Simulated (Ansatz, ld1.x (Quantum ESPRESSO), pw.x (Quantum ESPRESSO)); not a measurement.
# From atom to crystal: ultrasoft potential for titanium (Ti)

Ti (Z = 22), ultrasoft, made with ld1.x (Quantum ESPRESSO) 7.5 (PBE, scalar-relativistic). Core [Ar], reference 3d2 4s2 4p0. Waves: 4s (bound): rcut 2.65, rcutus 3.55 bohr; 4s channel at 3.1 Ry: rcut 2.65, rcutus 3.55 bohr; 4p (bound, empty): rcut 4.20, rcutus 4.40 bohr; 4p channel at 1.4 Ry: rcut 4.20, rcutus 4.40 bohr; 3d (bound): rcut 2.10, rcutus 2.40 bohr; 3d channel at 0.25 Ry: rcut 2.10, rcutus 2.40 bohr. Local part: all-electron potential smoothed inside 1.85 bohr (lloc = -2). Core correction: a·sin(br)/r model core inside 1.50 bohr. Augmentation charge: PSQ, radius 2.30 bohr.

Crystal test: diamond Ti in pw.x 7.5, no spin, 8³ k-points, Fermi–Dirac smearing 0.01 Ry, cutoffs 40/320 Ry. The reference is all-electron LAPW (Ansatz 0.2.0) with the same functional, mesh and smearing; V0 and B0 come from Birch–Murnaghan fits to the pressures at five volumes. Errors are pseudo minus all-electron; Δ is the rms difference of the E(V) curves that follow from these fits, minima aligned, over ±6 % about the mean V0. Mesh and smearing are coarse, so the numbers serve the comparison and aren't converged zero-temperature values; the lattice is a test structure that the element need not adopt.

```tsv
V (Å³/atom)	P all-electron (GPa)	P pseudo (GPa)
22.238	1.66	3.93
22.823	0.79	3.30
23.408	0.03	2.64
23.993	-0.64	1.98
24.578	-1.23	1.37
```

All-electron: a0 = 5.723 Å (V0 = 23.43 Å³/atom), B0 = 28.5 GPa.

Pseudopotential: mean pressure error (GPa): +2.52. The pressure does not cross zero within the volumes sampled, so no fit is given. The largest radius (4.40 bohr) exceeds half the bond length (2.34 bohr), so the spheres overlap, which is one possible source of error among others. This is a poor potential for the solid. Atomic configuration tests: test run stopped at test 7 of 7 (negative rho), 1 before it not solved.

At the middle volume, how do free energy and pressure move when the wave cutoff is lowered (ecutrho held at 320 Ry)?

| cutoff (Ry) | shift of F (meV/atom) | shift of P (GPa) |
| --- | --- | --- |
| 18 | +193.5 | +2.08 |
| 24 | +43.6 | -1.26 |
| 32 | +3.1 | +0.16 |

The run at the middle volume (29 k-points, 16 iterations) took about 13 s on one core of a shared host (Intel(R) Xeon(R) Platinum 8488C, 96 threads, 744 GiB, load 10).
